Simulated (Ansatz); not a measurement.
# NaCl: stress in a strained cell

Aim: deform NaCl (equal xy, yz and zx engineering shear strains of -2 %) and compute stress, forces and field gradients with LAPW, PAW and all-electron datasets made for the crystal.

Computed with Ansatz 0.2.0 (DFT PBEsol, scalar-relativistic, unless a step's input says otherwise).

**1. The starting structure**

The structure is cubic, space group Pm-3m (No. 221). The conventional cell has a = 2.860 Å, b = 2.860 Å, c = 2.860 Å, α = 90.00°, β = 90.00°, γ = 90.00°. Around Na (site symmetry m-3m) lie 8 Cl at 2.48 Å. Cl (site symmetry m-3m) has 8 Na at 2.48 Å as nearest neighbours.

Coordinates:

```xyz
2
Lattice="2.8600 0.0000 0.0000 0.0000 2.8600 0.0000 0.0000 0.0000 2.8600" Properties=species:S:1:pos:R:3 pbc="T T T"
Na    0.0000    0.0000    0.0000
Cl    1.4300    1.4300    1.4300
```

Atoms are numbered in the order of the input: Na1, Cl2.

**2. The deformed structure**

Space group Pm-3m before, R-3m after.

**3. All-electron LAPW**

The input, input.yaml:

```yaml
crystal:
  lattice:
    - [2.86, -0.0286, -0.0286]
    - [-0.0286, 2.86, -0.0286]
    - [-0.0286, -0.0286, 2.86]
  atoms:
    - { symbol: Na, position: [0.0, 0.0, 0.0] }
    - { symbol: Cl, position: [0.5, 0.5, 0.5] }
kpoints:
  mp_grid: { grid: [9, 9, 9] }
  band_path:
    path:
      - [0.0, 0.0, 0.0]
      - [0.5, 0.0, 0.0]
      - [0.5, -0.5, 0.5]
      - [0.4804921086, -0.5195078914, 0.4804921086]
      - [0.4804921086, 0.4804921086, 0.4804921086]
      - [0.0, 0.0, 0.0]
      - [0.5, -0.5, 0.0]
    npoints: 5
scf:
  occupations: { method: fermi_dirac, width: 0.03 }
hamiltonian:
  xc: pbesol
  pseudopotentials: { kind: all_electron, lapw: { basis_error: 0.0005 } }
output:
  forces: true
  stress: true
  eigenvalues: true
```

Started as:

```bash
$ ansatz run input.yaml --threads 1 --pin off --max-ram 3072MiB --backend cpu --events-out ev --progress --plain --runs-dir out
```

**4. PAW on the default files**

The input, input.yaml:

```yaml
crystal:
  lattice:
    - [2.86, -0.0286, -0.0286]
    - [-0.0286, 2.86, -0.0286]
    - [-0.0286, -0.0286, 2.86]
  atoms:
    - { symbol: Na, position: [0.0, 0.0, 0.0] }
    - { symbol: Cl, position: [0.5, 0.5, 0.5] }
kpoints:
  mp_grid: { grid: [9, 9, 9] }
scf:
  occupations: { method: fermi_dirac, width: 0.03 }
hamiltonian:
  xc: pbesol
  pseudopotentials: { kind: paw }
output:
  forces: true
  stress: true
  eigenvalues: true
  efg: { contact_densities: true }
```

**5. All-electron PAW on datasets made for the crystal**

input.yaml, as its differences from that of step 4:

```diff
@@ -14,3 +14,3 @@
   xc: pbesol
-  pseudopotentials: { kind: paw }
+  pseudopotentials: { kind: all_electron, datasets: crystal }
 output:
```

(Steps that only read results are left out.)

What does the calculation give? Wanted: pressure; largest shear or deviatoric stress.

**Answer**, as computed:

```
                                 quantity                                              value
                                 pressure  LAPW 59.65, PAW 59.63, crystal datasets 59.65 GPa
largest shear or deviatoric stress (LAPW)                                           1.61 GPa
```

In words: The largest part of the stress beyond the pressure is 1.61 GPa in size; the atoms are carried along and not relaxed. No run of the undeformed cell stands beside it, so the pressure holds what the given cell had before the change. PAW: stress within 0.02 GPa of LAPW. Crystal datasets: stress within 0.01 GPa of LAPW.
